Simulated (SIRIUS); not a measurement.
# Hf under changes of volume

One of the cells (22.828 Å³/atom); the others are scaled copies at fixed shape and fractional positions:

```
CELL_PARAMETERS angstrom
3.21787 0.00000 0.00000
-1.60894 2.78676 0.00000
0.00000 0.00000 5.09130
ATOMIC_POSITIONS crystal
Hf 0.66667 0.33333 0.75000
Hf 0.33333 0.66667 0.25000
```

```yaml
Program: SIRIUS 7.10.0
Functional: PBEsol
Potentials_or_basis: PseudoDojo 0.4.1 PBEsol standard (scalar relativistic)
Cutoff: 807 eV
Density_cutoff: 3227 eV
k_mesh: 10 × 10 × 5
Occupations: fermi-dirac, width 0.05 eV
Spin: no spin polarisation
```

```csv
volume (Å³/atom),energy over the lowest point (meV/atom),pressure (GPa)
21.037,5.74,3.4
21.485,0.00,0.9
21.933,1.05,-1.5
22.828,21.26,-5.5
23.276,?,?
23.723,62.24,-8.9
```

Task: What does the run at 23.276 Å³/atom give?

Result: Energy over the lowest point 39.39 meV/atom; pressure -7.3 GPa.

Worked out: A Birch-Murnaghan fit of order 3 (a polynomial in V^(-2/3)) to the other rows has its minimum at 21.63 Å³/atom with B0 = V·E''(V) = 114 GPa and B' = 3.4 at fixed shape and positions, which overstates the stiffness. It gives 39.40 meV/atom at 23.276 Å³/atom, against the run's 39.39, and -dE/dV = -7.4 GPa, against -7.3.

Energies are extrapolated to zero smearing.
